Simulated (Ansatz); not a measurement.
# Si (Fd-3m) in Ansatz: reference runs

How does Si come out in PBE? The cell is run as given and disturbed.

Program: Ansatz 0.2.0. These are calculated values, not measurements. Logs are shortened: lines on timing, memory, paths and dates and some standing lists are left out, and cuts for length are marked.

### Step 1. Starting point

It takes space group Fd-3m (No. 227, cubic). The conventional cell has a = 5.444 Å, b = 5.444 Å, c = 5.444 Å, α = 90.00°, β = 90.00°, γ = 90.00°. Si (site symmetry -43m) is surrounded by 4 Si at 2.36 Å.

### Step 2. Single point, PBE

input.yaml

```yaml
crystal:
  lattice:
    - [0.0, 2.7218511865, 2.7218511865]
    - [2.7218511865, 0.0, 2.7218511865]
    - [2.7218511865, 2.7218511865, 0.0]
  atoms:
    - { symbol: Si, position: [0.5, 0.5, 0.5] }
    - { symbol: Si, position: [0.75, 0.75, 0.75] }
hamiltonian:
  xc: pbe
  pseudopotentials: { kind: paw }
kpoints:
  mp_grid: { grid: [8, 8, 8] }
scf:
  occupations: { method: fermi_dirac, width: 0.05 }
output:
  forces: true
  stress: true
  eigenvalues: true
```

Potentials or basis: Ansatz PAW.

On the command line:

```
ansatz run input.yaml --threads 1 --pin off --max-ram 2560MiB --backend cpu --events-out ev --progress --plain --runs-dir out
```

What it wrote:

```text
Warning: RAYON_NUM_THREADS=1 ignored (pool sized by the plan → 1); use --threads N
Engine: ansatz 0.2.0, x86_64-unknown-linux-gnu
Pseudopotentials: kind: paw
Pseudopotential: Si, paw, valence charge 4, recommended cutoff 420 eV (normal), Si.paw.azcp
Functional definition: PBE
  parameter kappa = 0.804
  parameter beta = 0.06672455060314922
  exchange = pbe_x(kappa = kappa, mu = beta*pi^2/3)
  correlation = pbe_c(beta = beta)
Crystal: 2 atoms, lattice volume = 40.330 Å³
Basis set: ecut = 420 eV, 749 PW (Γ), exchange–correlation on 54×54×54 points (8 copies of the dense FFT grid, shifted against one another)
Bands: 8, of which v1, the nominal top of the filled ones, is band 4 counted from 1 (3 counted from 0)
Symmetry: 48 space group operations
Space group: Fd-3m (ITA 227), of the structure as read, at distance tolerance 3.4e-5 Å
k-points: 29 of 512
Non-local potential: Si, projectors of the file, l = 0: 2, l = 1: 2, l = 2: 2
PAW form: soft (Blöchl's): semilocal exchange-correlation on the pseudo side does not see the compensation charge
PAW one-centre angular grid: Si, 110 points (default); XC on 64 Gauss nodes
Initial density: superposition of atomic densities (neutral atoms: chi_scale 0, normalization atom), corrected by the library's trained network
Initial wavefunctions: pseudopotential atomic-orbital guess
Functional: x = pbe(κ = 0.804, μ = 0.2195149727645171), c = pbe(β = 0.06672455060314922)
SCF iter   1: F=—  HF=-1271.613601 eV  |F-HF|=—  |Δ(HF+E_count)|=         —  Δρ=1.14e-3  dr2=2.91e-4  ethr=1.77e-3  ⟨swp⟩=5.8  Hψ=2032  notcnv=0
preconditioner: auto → none  [insulator: Δε(μ)=0.625 eV  Ē_g=9.448 eV  σ=0.050 eV  W_gap=1.00  n_scr=8 (ndim 8)  ℏωp=16.5 eV  f_vac=0.000  D(μ)=0.00/eV (n_scr^D=0)  ε∞_Penn≈4.1]
SCF iter   2: F=—  HF=-1271.613997 eV  |F-HF|=—  |Δ(HF+E_count)|=   3.95e-4  Δρ=4.76e-4  dr2=4.68e-5  ethr=3.64e-6  ⟨swp⟩=2.2  Hψ=581  notcnv=0
SCF iter   3: F=—  HF=-1271.614038 eV  |F-HF|=—  |Δ(HF+E_count)|=   4.16e-5  Δρ=9.42e-5  dr2=2.27e-6  ethr=5.85e-7  ⟨swp⟩=2.1  Hψ=349  notcnv=0
SCF iter   4: F=—  HF=-1271.614040 eV  |F-HF|=—  |Δ(HF+E_count)|=   1.39e-6  Δρ=2.04e-5  dr2=1.28e-7  ethr=2.84e-8  ⟨swp⟩=2.0  Hψ=348  notcnv=0
iter 5 did not close the SCF: its close was put off for the readings that it lacked (scf_convergence_deferred on its scf_iter line)
SCF iter   5: F=-1271.614040 eV  HF=-1271.614040 eV  |F-HF|=8.04e-10  |Δ(HF+E_count)|=   2.68e-8  Δρ=2.61e-6  dr2=1.26e-9  ethr=1.59e-9  ⟨swp⟩=2.0  Hψ=348  notcnv=0
SCF iter   6: F=-1271.614040 eV  HF=-1271.614040 eV  |F-HF|=4.32e-12  |Δ(HF+E_count)|=  7.69e-10  Δρ=3.32e-7  dr2=2.83e-11  ethr=1.58e-11  ⟨swp⟩=1.1  Hψ=716  notcnv=0
SCF 1 converged in 6 iterations: F = -1271.614040 eV  dr2 = 2.83e-11
SCF converged after 6 iterations
Free energy (F): -1271.614040 eV
Harris-Foulkes:  -1271.614040 eV  (|F-HF|=4.32e-12)
Internal energy: -1271.614014 eV  (E = F + TS)
E sigma→0 (E₀):  -1271.614027 eV
Entropy (-TS):   -0.000026 eV (-0.013 meV/atom)
Fermi energy:    6.448070 eV
--- Per-component energies (eV) ---
  E_band       = 8.903178
  E_kinetic    = 80.630078
  E_local      = -55.275495  (includes V_loc(G=0)·N_el)
  E_nonlocal   = 51.928282
  E_hartree    = 15.011962
  E_xc         = -110.333232
  E_vxc        = -93.430878  (∫ρ·V_xc dr)
  E_paw        = -1025.589661  (= ΣΔE_a)
  E_vpaw       = -4.972770  (= ΣTr[D̂ρ^β])
  E_aug_tail   = 0.000012  (compensation charges beyond the density's cutoff)
  E_ewald      = -227.985960
  E_smearing   = -0.000026  (= −TS)
  E_closure    = 0.000000  (closes the sum)
  Σ components = -1271.614040   (vs F -1271.614040, Δ=0.00e0)
--- Forces (eV/Å), atoms counted from 1 ---
  atom   1  Si     0.00000000     0.00000000    -0.00000000
  atom   2  Si    -0.00000000     0.00000000    -0.00000000
  max |Σ_I F_I| component: 1.62e-17 eV/Å
--- Stress (GPa, compression-positive) ---
        1.342666       0.000000      -0.000000
        0.000000       1.342666      -0.000000
       -0.000000      -0.000000       1.342666
  P = ⅓ Tr σ = 1.3427 GPa (13.427 kbar)
--- Band table (eV; the first three rows and the last of 29) ---
  k-point 0: bands = ["-5.7567", "6.1558", "6.1558", "6.1558", "8.7131", "8.7131", "8.7131", "9.4376"]
  k-point 1: bands = ["-5.5538", "4.5593", "5.8688", "5.8688", "8.6346", "9.1346", "9.1346", "10.8017"]
  k-point 2: bands = ["-4.9621", "2.2421", "5.4006", "5.4006", "8.1576", "9.6529", "9.6529", "13.0137"]
  k-point 28: bands = ["-1.4777", "-1.4777", "2.3347", "2.3347", "10.4237", "10.4237", "11.1305", "11.1305"]
```

It took 0.48 s on 1 thread of AMD EPYC 9R45 (Zen 5), shared host; peak memory 0.33 GiB.

Results:

```
Free energy            : -1271.6140 eV
Pressure               : 1.3 GPa
Band gap on the k mesh : 0.63 eV, indirect (least direct gap 2.56 eV)
```

### Step 3. Single point, PBE (atoms moved at random, drawn with an rms of 0.05 Å)

input.yaml, as its differences from that of step 2:

```diff
@@ -6,4 +6,4 @@
   atoms:
-    - { symbol: Si, position: [0.5, 0.5, 0.5] }
-    - { symbol: Si, position: [0.75, 0.75, 0.75] }
+    - { symbol: Si, position: [0.509307, 0.489359, 0.503172] }
+    - { symbol: Si, position: [0.743873, 0.75191, 0.743863] }
 hamiltonian:
@@ -19 +19,5 @@
   eigenvalues: true
+  write_density: true
+  write_potential: true
+  elf: true
+  volumetric_format: npy
```

Potentials or basis: Ansatz PAW.

On the command line:

```
ansatz run input.yaml --threads 1 --pin off --max-ram 2560MiB --backend cpu --events-out ev --progress --plain --runs-dir out
```

Run time: 3.1 s. Hardware: 1 thread of AMD EPYC 9R45 (Zen 5), shared host; peak memory 0.42 GiB.

It converged, with:

```yaml
Free_energy: -1271.5829 eV
Pressure: 1.5 GPa
Largest_force: 0.905 eV/Å
Band_gap_on_the_k_mesh: 0.22 eV, indirect (least direct gap 2.02 eV)
```

Forces in eV/Å, atoms in the order of the input:
```
Si   0.100 -0.895 -0.084
Si  -0.100  0.895  0.084
```

Stress tensor (GPa, compression positive):
```
 1.59  0.25  2.59
 0.25  1.31 -0.30
 2.59 -0.30  1.59
```

Levels at points of the mesh, in eV from the valence-band top:
| k point | band 1 | band 2 | band 3 | band 4 | band 5 | band 6 | band 7 | band 8 |
| --- | --- | --- | --- | --- | --- | --- | --- | --- |
| (0.00, 0.00, 0.00) | -12.25 | -0.66 | -0.33 | 0.00 | 2.02 | 2.21 | 2.41 | 2.94 |
| (0.00, 0.00, -0.50) | -10.00 | -7.15 | -1.75 | -1.35 | 1.13 | 2.73 | 3.18 | 7.32 |
| (0.00, -0.50, 0.00) | -9.86 | -7.44 | -1.65 | -1.32 | 1.22 | 2.86 | 3.27 | 7.43 |
| (0.00, -0.50, -0.50) | -8.16 | -8.11 | -3.18 | -3.14 | 0.36 | 0.40 | 9.72 | 9.73 |
| (-0.50, 0.00, 0.00) | -10.03 | -7.07 | -1.73 | -1.42 | 1.11 | 2.75 | 3.10 | 7.30 |
| (-0.50, 0.00, -0.50) | -8.34 | -7.92 | -3.29 | -3.06 | 0.22 | 0.55 | 9.66 | 9.75 |
| (-0.50, -0.50, 0.00) | -8.16 | -8.12 | -3.18 | -3.14 | 0.36 | 0.39 | 9.72 | 9.72 |
| (-0.50, -0.50, -0.50) | -9.86 | -7.43 | -1.66 | -1.32 | 1.21 | 2.85 | 3.27 | 7.43 |
